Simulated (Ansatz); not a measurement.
# CoSi2/Si/CoSi2: conductance against the thickness of the layer, part 2 of 6

How fast does the current through CoSi2/Si/CoSi2 fall with each added layer? Both electrodes are CoSi2 fluorite(111) turned by 180 degrees (type B); the barrier is Si diamond(111) (whole bilayers). In the first transport cell, after relaxation, the nearest pair of electrode and barrier is Si–Si at 2.39 Å, along the normal, at the lower face and Si–Si at 2.39 Å, along the normal, at the upper one. All share a net of side 3.829 Å, which strains the lower electrode by +1.0 % and the barrier by -1.0 %, against typed lattice constants near PBE's. The first steps treat the bulk electrodes alone.

Ansatz 0.2.0; PBE DFT, plane waves, PAW files (the session's first sound run).

So far: The structure; The strained electrode.

### 3. Relaxing the interfaces

System of this step: CoSi2/Si/CoSi2. The cell holds 14 atoms: 12 Si and 2 Co. Its edges and angles: a = 3.829 Å, b = 3.829 Å, c = 33.840 Å, α = 90.0°, β = 90.0°, γ = 120.0°. Vacuum lies along c.

Tunnelling depends exponentially on distance, so the interfaces are relaxed first. A short slab in vacuum serves: only the barrier and the layers next to it are taken over, and later cells can add or drop layers in the barrier's middle. The dipole correction removes the field that unlike faces would set up across the vacuum.

input.yaml

```yaml
crystal:
  lattice:
    - [3.829, 0.0, 0.0]
    - [-1.9145, 3.3160112711, 0.0]
    - [0.0, 0.0, 33.8404495605]
  atoms:
    - { symbol: Si, position: [0.66666667, 0.33333333, 0.2364034788] }
    - { symbol: Si, position: [0.0, 0.0, 0.2817982638] }
    - { symbol: Co, position: [0.66666667, 0.33333333, 0.3044956564] }
    - { symbol: Si, position: [0.33333333, 0.66666667, 0.3271930489] }
    - { symbol: Si, position: [0.33333333, 0.66666667, 0.394272536] }
    - { symbol: Si, position: [0.66666667, 0.33333333, 0.417767528] }
    - { symbol: Si, position: [0.66666667, 0.33333333, 0.488252504] }
    - { symbol: Si, position: [0.0, 0.0, 0.511747496] }
    - { symbol: Si, position: [0.0, 0.0, 0.582232472] }
    - { symbol: Si, position: [0.33333333, 0.66666667, 0.605727464] }
    - { symbol: Si, position: [0.33333333, 0.66666667, 0.6728069511] }
    - { symbol: Co, position: [0.0, 0.0, 0.6955043436] }
    - { symbol: Si, position: [0.66666667, 0.33333333, 0.7182017362] }
    - { symbol: Si, position: [0.0, 0.0, 0.7635965212] }
kpoints:
  mp_grid: { grid: [8, 8, 1] }
scf:
  occupations: { method: fermi_dirac, width: 0.1 }
  max_iter: 150
hamiltonian:
  xc: pbe
efield:
  axis: 3
  dipole_correction: true
relax:
  f_tol: 0.04
  max_steps: 60
output:
  forces: true
```

Launch:

```console
$ ansatz run input.yaml --threads 8 --pin off --max-ram 24576MiB --backend cpu --events-out ev --progress --plain --runs-dir out
```

Numbers of over 12 decimals in the logs are rounded to 6 here.

Output:

```text
[...]
Crystal: 14 atoms, lattice volume = 429.672 Å³
Basis set: ecut = 420 eV, 8345 PW (Γ), exchange–correlation on 54×54×480 points (8 copies of the dense FFT grid, shifted against one another)
Bands: 55, of which v1, the nominal top of the filled ones, is band 41 counted from 1 (40 counted from 0)
Symmetry: 6 space group operations
k-points: 10 of 64 (time reversal used)
[...]
SCF iter   1: F=—  HF=-17880.027920 eV  |F-HF|=—  |Δ(HF+E_count)|=         —  Δρ=4.56e-3  dr2=2.36e-1  ethr=1.77e-3  p=-0.000 e·Å  D=-1.57e-14 V/Å  ΔV_dip=0.00 eV  dr2_dipole=1.98e-9  V_vac-E_F(+/−)=4.91/4.91 eV  ⟨swp⟩=10.9  Hψ=3250  notcnv=0  defer=2
efield: sawtooth ramp at fractional position 0.9500 (placed from the atoms, in the widest stretch of the axis that holds none; the zero of the levels goes with the place), width 0.1000; the density the first Hamiltonian is built on has a dipole p = -0.000 e·Å; the dipole correction subtracts the counter field D = -1.57e-14 V/Å, which shifts the + side's vacuum level by +0.00 eV against the − side's; the planar-averaged density in the ramp window peaks in size at 2.0e-5 e/Å³
[...]
SCF iter   2: F=—  HF=-17880.034842 eV  |F-HF|=—  |Δ(HF+E_count)|=   6.92e-3  Δρ=1.04e-2  dr2=3.51e-1  ethr=2.88e-4  p=-0.000 e·Å  D=-4.50e-8 V/Å  ΔV_dip=0.00 eV  dr2_dipole=1.05e-7  V_vac-E_F(+/−)=5.14/5.14 eV  ⟨swp⟩=3.0  Hψ=1064  notcnv=0  defer=15
[...]
SCF iter   6: F=-17880.010419 eV  HF=-17880.010448 eV  |F-HF|=2.88e-5  |Δ(HF+E_count)|=   7.18e-5  Δρ=8.65e-5  dr2=3.88e-5  ethr=4.88e-8  p=0.000 e·Å  D=1.34e-7 V/Å  ΔV_dip=-0.00 eV  dr2_dipole=9.55e-9  V_vac-E_F(+/−)=5.21/5.21 eV  ⟨swp⟩=4.0  Hψ=2450  notcnv=0
SCF 1 converged in 6 iterations: F = -17880.010419 eV  dr2 = 3.88e-5
[...]
relax step   1: F+E_penalty+E_count = -17880.01041902 eV  Δ(F+E_penalty+E_count) = +0.000e0 eV  max|allowed force component| = 1.156e0 eV/Å  Δτ_max = 0.0000 Å  (6 SCF iters, dr2 threshold 4.00e-5 eV, accepted)
[...]
SCF iter   1: F=—  HF=-17880.193438 eV  |F-HF|=—  |Δ(HF+E_count)|=         —  Δρ=4.60e-3  dr2=2.89e-1  ethr=3.66e-4  p=0.000 e·Å  D=1.34e-7 V/Å  ΔV_dip=-0.00 eV  dr2_dipole=3.66e-9  V_vac-E_F(+/−)=5.18/5.18 eV  ⟨swp⟩=1.0  Hψ=2007  notcnv=0  defer=15
efield: sawtooth ramp at fractional position 0.9500 (handed on by an earlier solve), width 0.1000; the density the first Hamiltonian is built on has a dipole p = 0.000 e·Å; the dipole correction subtracts the counter field D = 1.34e-7 V/Å, which shifts the + side's vacuum level by -0.00 eV against the − side's; the planar-averaged density in the ramp window peaks in size at 7.2e-6 e/Å³
[...]
SCF iter   2: F=—  HF=-17880.173058 eV  |F-HF|=—  |Δ(HF+E_count)|=   2.04e-2  Δρ=2.74e-3  dr2=4.82e-2  ethr=3.53e-4  p=0.000 e·Å  D=1.65e-7 V/Å  ΔV_dip=-0.00 eV  dr2_dipole=3.83e-9  V_vac-E_F(+/−)=5.15/5.15 eV  ⟨swp⟩=2.0  Hψ=908  notcnv=0  defer=15
[...]
SCF iter   6: F=-17880.160423 eV  HF=-17880.160481 eV  |F-HF|=5.78e-5  |Δ(HF+E_count)|=   2.74e-5  Δρ=6.65e-5  dr2=7.45e-5  ethr=1.02e-7  p=0.000 e·Å  D=1.05e-7 V/Å  ΔV_dip=-0.00 eV  dr2_dipole=4.73e-9  V_vac-E_F(+/−)=5.21/5.21 eV  ⟨swp⟩=4.3  Hψ=2456  notcnv=0
SCF 2 converged in 6 iterations: F = -17880.160423 eV  dr2 = 7.45e-5
relax step   2: F+E_penalty+E_count = -17880.16042332 eV  Δ(F+E_penalty+E_count) = -1.500e-1 eV  max|allowed force component| = 4.386e-1 eV/Å  Δτ_max = 0.0760 Å  (6 SCF iters, dr2 threshold 8.35e-5 eV, accepted)
SCF iter   1: F=—  HF=-17880.215774 eV  |F-HF|=—  |Δ(HF+E_count)|=         —  Δρ=2.35e-3  dr2=7.15e-2  ethr=9.55e-4  p=0.000 e·Å  D=1.05e-7 V/Å  ΔV_dip=-0.00 eV  dr2_dipole=5.44e-9  V_vac-E_F(+/−)=5.20/5.20 eV  ⟨swp⟩=3.3  Hψ=1241  notcnv=0  defer=15
[...]
SCF iter   7: F=-17880.208067 eV  HF=-17880.208070 eV  |F-HF|=3.75e-6  |Δ(HF+E_count)|=   1.42e-6  Δρ=3.13e-5  dr2=4.77e-6  ethr=1.47e-8  p=-0.000 e·Å  D=-8.33e-8 V/Å  ΔV_dip=0.00 eV  dr2_dipole=3.05e-12  V_vac-E_F(+/−)=5.22/5.22 eV  ⟨swp⟩=5.0  Hψ=1930  notcnv=0
SCF 3 converged in 7 iterations: F = -17880.208067 eV  dr2 = 4.77e-6
relax step   3: F+E_penalty+E_count = -17880.20806661 eV  Δ(F+E_penalty+E_count) = -4.764e-2 eV  max|allowed force component| = 1.052e-1 eV/Å  Δτ_max = 0.0353 Å  (7 SCF iters, dr2 threshold 1.20e-5 eV, accepted)
[...]
relax step   4: F+E_penalty+E_count = -17880.21175157 eV  Δ(F+E_penalty+E_count) = -3.685e-3 eV  max|allowed force component| = 5.230e-2 eV/Å  Δτ_max = 0.0165 Å  (8 SCF iters, accepted)
SCF iter   1: F=—  HF=-17880.215774 eV  |F-HF|=—  |Δ(HF+E_count)|=         —  Δρ=2.11e-3  dr2=2.01e-2  ethr=1.00e-4  p=-0.000 e·Å  D=-8.94e-8 V/Å  ΔV_dip=0.00 eV  dr2_dipole=1.01e-10  V_vac-E_F(+/−)=5.23/5.23 eV  ⟨swp⟩=2.8  Hψ=1184  notcnv=0  defer=15
[...]
SCF iter   9: F=-17880.213421 eV  HF=-17880.213422 eV  |F-HF|=1.61e-8  |Δ(HF+E_count)|=   1.04e-8  Δρ=2.62e-6  dr2=2.93e-8  ethr=1.22e-10  p=-0.000 e·Å  D=-2.75e-7 V/Å  ΔV_dip=0.00 eV  dr2_dipole=7.63e-11  V_vac-E_F(+/−)=5.25/5.25 eV  ⟨swp⟩=4.0  Hψ=1677  notcnv=0
SCF 5 converged in 9 iterations: F = -17880.213421 eV  dr2 = 2.93e-8
[...]
relax step   5: F+E_penalty+E_count = -17880.21342149 eV  Δ(F+E_penalty+E_count) = -1.670e-3 eV  max|allowed force component| = 1.092e-2 eV/Å  Δτ_max = 0.0228 Å  (9 SCF iters, accepted)
SCF converged after 9 iterations
Free energy (F): -17880.213421 eV
[...]
Internal energy: -17879.984613 eV  (E = F + TS)
E sigma→0 (E₀):  -17880.099017 eV
Entropy (-TS):   -0.228809 eV (-16.343 meV/atom)
Fermi energy:    2.304177 eV
Dipole field:    D = -0.000008 V/Å  (p = -0.000020 e·Å, saw-weighted, corrected)
Work function:   Φ+ = 5.2468 eV   Φ− = 5.2465 eV
Levels:          The Fermi level and band energies are counted from a zero that moves with the ramp; work functions are not
[...]
--- Forces (eV/Å), atoms counted from 1 ---
  atom   1  Si     0.00000000    -0.00000000    -0.00006738
  atom   2  Si    -0.00000000     0.00000000    -0.00142985
  atom   3  Co     0.00000000    -0.00000000    -0.00686631
  atom   4  Si     0.00000000     0.00000000     0.01091371
  atom   5  Si    -0.00000000    -0.00000000    -0.00244882
  atom   6  Si     0.00000000     0.00000000    -0.00397286
  atom   7  Si     0.00000000    -0.00000000    -0.00705802
  atom   8  Si     0.00000000     0.00000000     0.00706381
  atom   9  Si     0.00000000    -0.00000000     0.00398426
  atom  10  Si    -0.00000000     0.00000000     0.00244478
  atom  11  Si     0.00000000    -0.00000000    -0.01088807
  atom  12  Co     0.00000000     0.00000000     0.00680900
  atom  13  Si     0.00000000    -0.00000000     0.00141856
  atom  14  Si    -0.00000000     0.00000000     0.00004700
  max |Σ_I F_I| component: 5.02e-5 eV/Å
--- Relaxed structure (5 steps of the walk, 5 accepted, 0 SCFs on fresh bases) ---
  F+E_penalty+E_count = -17880.21342149 eV   max|allowed force component| = 1.092e-2 eV/Å
  atoms:
    - { symbol: Si, position: [0.666667, 0.333333, 0.235913] }
    - { symbol: Si, position: [2.3979307005156785e-17, -6.608470383688814e-17, 0.281671] }
    - { symbol: Co, position: [0.666667, 0.333333, 0.300969] }
    - { symbol: Si, position: [0.333333, 0.666667, 0.323994] }
    - { symbol: Si, position: [0.333333, 0.666667, 0.394502] }
    - { symbol: Si, position: [0.666667, 0.333333, 0.418084] }
    - { symbol: Si, position: [0.666667, 0.333333, 0.488138] }
    - { symbol: Si, position: [2.397930700515679e-17, -6.608470383688813e-17, 0.511862] }
    - { symbol: Si, position: [2.3979307005156822e-17, -6.608470383688807e-17, 0.581916] }
    - { symbol: Si, position: [0.333333, 0.666667, 0.605498] }
    - { symbol: Si, position: [0.333333, 0.666667, 0.676006] }
    - { symbol: Co, position: [2.3979307005156834e-17, -6.608470383688805e-17, 0.699031] }
    - { symbol: Si, position: [0.666667, 0.333333, 0.718329] }
    - { symbol: Si, position: [2.3979307005156803e-17, -6.608470383688811e-17, 0.764087] }
```

Elapsed: 11 s, on 8 threads of Arm Neoverse V2, shared host; peak memory 1.2 GiB; 83 s of CPU time.

The steps of the relaxation:

```csv
step,energy less that of the first step (eV),largest force component (eV/Å)
1,0.0000,1.1556
2,-0.1500,0.4386
3,-0.1976,0.1052
4,-0.2013,0.0523
5,-0.2030,0.0109
```

Forces are held to the 6 operations that the run works with; a distortion that breaks them can't arise in this run.

The atoms that moved most (Å):

```csv
atom,dx,dy,dz,length
Co12,0.000,0.000,0.119,0.119
Co3,0.000,0.000,-0.119,0.119
Si4,0.000,0.000,-0.108,0.108
Si11,0.000,0.000,0.108,0.108
Si14,0.000,0.000,0.017,0.017
Si1,0.000,0.000,-0.017,0.017
Si9,0.000,0.000,-0.011,0.011
Si6,0.000,0.000,0.011,0.011
```

This step gave:

* free energy: -17880.2134 eV
* Fermi energy: 2.304 eV
* work function, upper face: 5.247 eV
* work function, lower face: 5.246 eV
* dipole moment: -1.97e-5 e·Å
* dipole field: -8.29e-6 V/Å

The largest force component on a free atom ends at 0.011 eV/Å. The work functions of the outer faces are 5.25 and 5.25 eV.

(Part 2 of 6 ends here.)

[Logs are printed without paths, hosts, clocks, repeated set-up lines and the standing remarks that a program may print on its own settings, such as how far it seeks lower states.]

[Hosts, paths, dates, database ids (printed as entryN), source tags and the programs' standing remarks are cut or masked in the printed files.]
